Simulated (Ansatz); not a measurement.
# What moves the gap on the k mesh of NaCl?

```yaml
crystal:
  lattice:
    - [0.00000, 2.83175, 2.83175]
    - [2.83175, 0.00000, 2.83175]
    - [2.83175, 2.83175, 0.00000]
  atoms:
    - { symbol: Na, position: [0.00000, 0.00000, 0.00000] }
    - { symbol: Cl, position: [0.50000, 0.50000, 0.50000] }
```

Atoms are numbered in the order listed.

The conventional cell has a = 5.663 Å, b = 5.663 Å, c = 5.663 Å, α = 90.00°, β = 90.00°, γ = 90.00°. Na (atom 1) has 6 Cl at 2.83 Å as nearest neighbours. Around Cl (atom 2) lie 6 Na at 2.83 Å.

Structure: COD 4320809, as refined from experiment and not relaxed. It was measured hot, at 423 K.

Theory: DFT, PBE, all-electron LAPW, scalar-relativistic (Ansatz 0.2.0).

Numerical set-up: a Γ-centred 7×7×7 k mesh, Fermi–Dirac smearing of 0.03 eV, basis error target 0.25 meV/atom, no spin polarisation.

Semilocal functionals give too small gaps.

In this reference run the gap on the k mesh is 5.06 eV. Each change below is made alone, on the same k mesh, with fractional coordinates held unless an atom is moved; x, y and z are the Cartesian axes.

Task: Order the changes by the shift of the gap on the k mesh, most negative first.
A. equal xy, yz and zx engineering shear strains of +1.5 %
B. atom 2 (Cl) moved by (0.0289, 0.0289, 0.0289) Å
C. volume scaled by 0.98
D. volume scaled by 1.04
E. volume scaled by 1.02
F. volume scaled by 0.96

Result: D (-0.14 eV), E (-0.07 eV), A (-0.03 eV), B (0.00 eV), C (+0.08 eV), F (+0.16 eV).
